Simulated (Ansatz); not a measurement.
Li2O in the antifluorite structure, relaxed with r2SCAN in Ansatz: the symmetry is Fm-3m (No. 225, cubic); conventional cell a = 4.573 Å, 7.97 Å³ an atom. Around O lie 8 Li at 1.98 Å; around Li lie 4 O at 1.98 Å. The primitive cell holds 3 atoms in 23.90 Å³. Calculated for a static, non-magnetic cell.

Computed values: HSE06 (6×6×6) gives a least gap of 6.65 eV and a least direct gap of 7.16 eV. r2SCAN's ε∞ is 2.74.

Q: What is the density?

A: The cell holds 1 O, 2 Li: M = 1×15.999 + 2×6.940 = 29.88 u in V = 23.90 Å³. ρ = 1.66054 × M/V = 1.66054 × 29.88/23.90 = 2.076 g/cm³, for the static r2SCAN lattice.

Q: At what wavelength does absorption set in by HSE06, excitons left aside?

A: λ = 1239.84 eV nm/E: 186 nm for the least gap, where it needs phonons and is weak, and 173 nm for direct transitions. That lies in the ultraviolet, so by this gap the crystal is transparent to visible light.

Q: What refractive index and reflectivity at normal incidence follow, below the gap and above the phonons?

A: n = √2.74 = 1.655; R = ((n − 1)/(n + 1))² = (0.655/2.655)² = 6.1 % a face.

The meshes of the hybrids are coarse, so their gaps aren't converged to the digits shown.
